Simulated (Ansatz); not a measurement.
# Se (omega type): how the settings move a single-point run

Question: which choices in the input matter for Se (omega type)?

Program: Ansatz 0.2.0. Level of theory: reference: DFT, PBE, all-electron LAPW, scalar-relativistic. These are calculated values, not measurements.

1 further run of the same task is left out (for a known fault of the program).

## (1) The starting structure

Symmetry: P6/mmm, No. 191, hexagonal system. The conventional cell has a = 4.237 Å, b = 4.237 Å, c = 2.436 Å, α = 90.00°, β = 90.00°, γ = 120.00°. Se (site symmetry 6/mmm) is surrounded by 14 Se at 2.44 to 2.73 Å. Se (site symmetry -6m2) has 11 Se at 2.44 to 2.73 Å as nearest neighbours.

Structure file:

```cif
data_structure
_symmetry_space_group_name_H-M 'P6/mmm'
_symmetry_Int_Tables_number 191
_cell_length_a 4.2366
_cell_length_b 4.2366
_cell_length_c 2.4361
_cell_angle_alpha 90.000
_cell_angle_beta 90.000
_cell_angle_gamma 120.000
_cell_volume 37.87
loop_
_atom_site_label
_atom_site_type_symbol
_atom_site_symmetry_multiplicity
_atom_site_Wyckoff_symbol
_atom_site_fract_x
_atom_site_fract_y
_atom_site_fract_z
_atom_site_occupancy
Se1 Se 1 a 0.00000 0.00000 0.00000 1
Se2 Se 2 d 0.33333 0.66667 0.50000 1
```

## (2) The reference run

input.yaml reads:

```yaml
crystal:
  lattice:
    - [4.2365517064, 0.0, 0.0]
    - [-2.1182758532, 3.6689614022, 0.0]
    - [0.0, 0.0, 2.4360978708]
  atoms:
    - { symbol: Se, position: [0.0, 0.0, 0.0] }
    - { symbol: Se, position: [0.3333333333, 0.6666666667, 0.5] }
    - { symbol: Se, position: [0.6666666667, 0.3333333333, 0.5] }
kpoints:
  mp_grid: { grid: [8, 8, 11] }
  band_path:
    path:
      - [0.0, 0.0, 0.0]
      - [0.5, 0.0, 0.0]
      - [0.3333333333, 0.3333333333, 0.0]
      - [0.0, 0.0, 0.0]
      - [0.0, 0.0, 0.5]
      - [0.5, 0.0, 0.5]
      - [0.3333333333, 0.3333333333, 0.5]
      - [0.0, 0.0, 0.5]
      - [0.5, 0.0, 0.5]
    npoints: 8
scf:
  occupations: { method: fermi_dirac, width: 0.08 }
hamiltonian:
  xc: pbe
  pseudopotentials: { kind: all_electron, lapw: { basis_error: 0.001 } }
output:
  forces: true
  stress: true
  eigenvalues: true
  populations: true
  dos: { projected: true, de: 0.2, e_range: [-14, 8] }
```

Command:

```bash
> ansatz run input.yaml --threads 1 --pin off --max-ram 3072MiB --backend cpu --events-out ev --progress --plain --runs-dir out
```

## (3) Variant: mp_grid.grid [10, 10, 14], n_extra_bands 32, preconditioner kerker

Changes to input.yaml since step 2:

```diff
@@ -10,3 +10,3 @@
 kpoints:
-  mp_grid: { grid: [8, 8, 11] }
+  mp_grid: { grid: [10, 10, 14] }
   band_path:
@@ -25,2 +25,4 @@
   occupations: { method: fermi_dirac, width: 0.08 }
+  n_extra_bands: 32
+  mixing: { preconditioner: kerker }
 hamiltonian:
@@ -33,2 +35 @@
   populations: true
-  dos: { projected: true, de: 0.2, e_range: [-14, 8] }
```

**Question.** What will these runs give? Wanted: for each run, ending; energy change; pressure; gap; force.

As calculated:

| run | ending | energy change | pressure (GPa) | gap (eV) | force (eV/Å) | cycles | time |
| --- | --- | --- | --- | --- | --- | --- | --- |
| reference | converged | 0 | 104.4 | 0.00 | 0.00 | 8 | 54 s |
| 1: mp_grid.grid [10, 10, 14], n_extra_bands 32, preconditioner kerker | converged | +14.8 meV/atom | 104.5 | 0.00 | 0.00 | 8 | 2.2 min |

Times don't compare one to one where runs were asked for different outputs or read a saved state (see the inputs); cycles may leave out searches for a lower state.

Residual by cycle in the longest SCF loop of each run; runs are numbered as in the table. The quantity is the density residual dr2, in eV.

| cycle | reference | run 1 |
| --- | --- | --- |
| 1 | 0.11 | 0.112 |
| 2 | 0.0392 | 0.0364 |
| 3 | 0.00793 | 0.0079 |
| 4 | 3.5e-4 | 3.4e-4 |
| 5 | 1.2e-4 | 1.1e-4 |
| 6 | 5.8e-6 | 6.4e-6 |
| 7 | 2.5e-7 | 3.4e-7 |
| 8 | 2.5e-8 | 3.3e-8 |

Changing the k-point mesh, band count and mixing moves the energy by +14.8 meV/atom. The energy is not variational in the mesh, so the sign tells nothing. Of the settings changed, the mesh is the one that moves energies this far. Semilocal functionals close small gaps, so the missing gap need not be the real solid's. The structure is not at rest: the sound run finds 104 GPa, so these are no properties of the relaxed crystal. 
